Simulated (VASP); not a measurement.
**SnSe (strained measured structure), PBE single-point calculation: Ansatz's output and VASP's**

```
Sn Se
1.0
     0.00000    2.84221    2.84221
     2.84221    0.00000    2.84221
     2.84221    2.84221    0.00000
Sn Se
1 1
Direct
  0.00000 0.00000 0.00000
  0.50000 0.50000 0.50000
```

Ansatz printed

```
SCF 1 converged in 6 iterations: F = -11493.808848 eV  dr2 = 2.98e-8
  greatest PAW one-centre occupation: 1.000 electrons in one spin orbital (limit 2), on the Se atom at site 1 (counted from 0), in its partial waves of l = 2
NSCF: frozen V_eff on 9 k-points
SCF converged after 6 iterations
Free energy (F): -11493.808848 eV
Harris-Foulkes:  -11493.808848 eV  (|F-HF|=4.40e-8)
Internal energy: -11493.808848 eV  (E = F + TS)
E sigma→0 (E₀):  -11493.808848 eV
Entropy (-TS):   -0.000000 eV (-0.000 meV/atom)
Fermi energy:    12.305345 eV
--- Per-component energies (eV) ---
  E_band       = -406.079094
  E_kinetic    = 308.498515
  E_local      = -3035.826293  (includes V_loc(G=0)·N_el)
  E_nonlocal   = -628.238274
  E_hartree    = 1639.295492
  E_xc         = -489.944002
  E_vxc        = -198.074710  (∫ρ·V_xc dr)
  E_paw        = -6044.421704  (= ΣΔE_a)
  E_vpaw       = -131.018803  (= ΣTr[D̂ρ^β])
  E_aug_tail   = -0.000519  (compensation charges beyond the density's cutoff)
  E_ewald      = -3243.172063
  E_smearing   = -0.000000  (= −TS)
  E_closure    = -0.000000  (closes the sum)
  Σ components = -11493.808848   (vs F -11493.808848, Δ=0.00e0)
--- Forces (eV/Å), atoms counted from 1 ---
  atom   1  Sn    -0.00000000     0.00000000     0.00000000
  atom   2  Se     0.00000000    -0.00000000     0.00000000
  max |Σ_I F_I| component: 1.71e-30 eV/Å
--- Stress (GPa, compression-positive) ---
       14.027792      -0.000000       0.000000
        0.000000      14.027792       0.000000
        0.000000       0.000000      14.027792
  P = ⅓ Tr σ = 14.0278 GPa (140.278 kbar)
--- Band table (eV; the first three rows and the last of 29) ---
  k-point 0: bands = ["-36.3480", "-36.3480", "-36.3449", "-36.3449", "-36.3449", "-9.8456", "-9.8456", "-9.8391", "-9.8391", "-9.8391", "-3.3783", "7.3847", "9.0866", "9.0866", "9.0866", "16.7915", "16.7915", "16.7915", "17.4417"]
  k-point 1: bands = ["-36.3480", "-36.3480", "-36.3449", "-36.3449", "-36.3449", "-9.8478", "-9.8478", "-9.8386", "-9.8359", "-9.8359", "-3.2306", "6.2623", "9.1086", "9.1086", "10.0161", "15.6273", "15.7608", "15.7608", "17.5799"]
  k-point 2: bands = ["-36.3480", "-36.3480", "-36.3449", "-36.3448", "-36.3448", "-9.8543", "-9.8543", "-9.8374", "-9.8269", "-9.8269", "-2.8224", "4.6391", "9.1871", "9.1871", "11.0322", "14.3000", "14.3373", "14.3373", "17.9411"]
  k-point 28: bands = ["-36.3481", "-36.3479", "-36.3448", "-36.3448", "-36.3445", "-9.8962", "-9.8456", "-9.8290", "-9.8290", "-9.8032", "-1.5020", "4.3066", "5.9662", "5.9662", "11.0858", "13.4393", "16.7793", "16.7793", "19.8340"]
```

The two codes use different PAW datasets and cutoffs. VASP's cell holds 20 valence electrons and Ansatz's 30. Ansatz's stress includes a Pulay correction; VASP's doesn't.

Problem. What does VASP give for the same cell and level of theory?

Solution. gap between bands v and c -0.13 eV (bands overlap: a metal); least direct gap 0.00 eV; pressure 14.1 GPa.

From OUTCAR

```
k-points           NKPTS =     29   k-points in BZ     NKDIM =     29   number of bands    NBANDS=     17

   NELECT =      20.0000    total number of electrons

   dimension x,y,z NGX =    30 NGY =   30 NGZ =   30
   dimension x,y,z NGXF=    60 NGYF=   60 NGZF=   60

  energy-cutoff  :      520.00
  volume of cell :       45.92
      direct lattice vectors                 reciprocal lattice vectors
     0.000000000  2.842211774  2.842211774    -0.175919333  0.175919333  0.175919333
     2.842211774  0.000000000  2.842211774     0.175919333 -0.175919333  0.175919333
     2.842211774  2.842211774  0.000000000     0.175919333  0.175919333 -0.175919333

 k-points in reciprocal lattice and weights: KPOINTS created by Atomic Simulation Env
   0.00000000  0.00000000  0.00000000       0.002
   0.12500000  0.00000000  0.00000000       0.016
   0.25000000  0.00000000  0.00000000       0.016
   0.37500000  0.00000000  0.00000000       0.016
   0.50000000  0.00000000  0.00000000       0.008
   0.12500000  0.12500000  0.00000000       0.012
   0.25000000  0.12500000  0.00000000       0.047
   0.37500000  0.12500000  0.00000000       0.047
   ...

 E-fermi :   8.1677

 k-point     1 :       0.0000    0.0000    0.0000
  band No.  band energies     occupation
      1     -13.9775      2.00000
      2     -13.9775      2.00000
      3     -13.9703      2.00000
      4     -13.9703      2.00000
      5     -13.9703      2.00000
      6      -7.5142      2.00000
      7       3.2498      2.00000
      8       4.9485      2.00000
      9       4.9485      2.00000
     10       4.9485      2.00000
     11      12.6502      0.00000
     12      12.6502      0.00000
     13      12.6502      0.00000
     14      13.2939      0.00000
     15      13.2939      0.00000
     16      13.2939      0.00000
     17      15.5823      0.00000

 k-point     2 :       0.1250    0.0000    0.0000
  band No.  band energies     occupation
      1     -13.9797      2.00000
      2     -13.9797      2.00000
      3     -13.9698      2.00000
      4     -13.9671      2.00000
      5     -13.9671      2.00000
      6      -7.3663      2.00000
      7       2.1256      2.00000
      8       4.9708      2.00000
      9       4.9708      2.00000
     10       5.8794      2.00000
     11      11.4851      0.00000
     12      11.6181      0.00000
     13      11.6181      0.00000
     14      13.4351      0.00000
     15      13.7491      0.00000
     16      13.7491      0.00000
     17      16.9929      0.00000

 k-point     3 :       0.2500    0.0000    0.0000
  band No.  band energies     occupation
      1     -13.9859      2.00000
      2     -13.9859      2.00000
      3     -13.9686      2.00000
      4     -13.9581      2.00000
      5     -13.9581      2.00000
      6      -6.9575      2.00000
      7       0.5007      2.00000
      8       5.0494      2.00000
      9       5.0494      2.00000
     10       6.8950      2.00000
     11      10.1591      0.00000
     12      10.1944      0.00000
     13      10.1944      0.00000
     14      13.7976      0.00000
     15      14.8261      0.00000
     16      14.8261      0.00000
     17      19.7874      0.00000

 k-point     4 :       0.3750    0.0000    0.0000
  band No.  band energies     occupation
      1     -13.9924      2.00000
      2     -13.9924      2.00000
      3     -13.9676      2.00000
      4     -13.9489      2.00000
      5     -13.9489      2.00000
      6      -6.4341      2.00000
      7      -0.8391      2.00000
      8       5.1753      2.00000
      9       5.1753      2.00000
     10       7.3906      2.00000
     11       9.1533      0.00000
     12       9.1533      0.00000
     13       9.2891      0.00000
     14      15.0646      0.00000
     15      16.4704      0.00000
     16      16.4704      0.00000
     17      20.2219      0.00000

 k-point     5 :       0.5000    0.0000    0.0000
  band No.  band energies     occupation
      1     -13.9952      2.00000
      2     -13.9952      2.00000
      3     -13.9672      2.00000
      4     -13.9450      2.00000
      5     -13.9450      2.00000
      6      -6.1582      2.00000
      7      -1.3994      2.00000
      8       5.2476      2.00000
      9       5.2476      2.00000
     10       7.5204      2.00000
     11       8.7622      0.00000
     12       8.7622      0.00000
     13       8.9809      0.00000
     14      16.4052      0.00000
     15      18.0672      0.00000
     16      18.0672      0.00000
     17      18.5759      0.00000

 ...

  Total        4.0326155      4.0326155      4.0326155      0.0000000      0.0000000     -0.0000000
  in kB      140.7012964    140.7012964    140.7012964      0.0000000      0.0000000     -0.0000000
  external PRESSURE =     140.7012964 kB  Pullay stress =       0.0000000 kB

 POSITION                                       TOTAL-FORCE (eV/Angst)
 -----------------------------------------------------------------------------------
      0.00000      0.00000      0.00000         0.000000     -0.000000     -0.000000
      2.84221      2.84221      2.84221         0.000000      0.000000      0.000000
 -----------------------------------------------------------------------------------
    total drift:                               -0.000000      0.000000      0.000000

  FREE ENERGIE OF THE ION-ELECTRON SYSTEM (eV)
  ---------------------------------------------------
  free  energy   TOTEN  =        -7.8634114352 eV

  energy  without entropy=       -7.8634114214  energy(sigma->0) =       -7.86341143
```
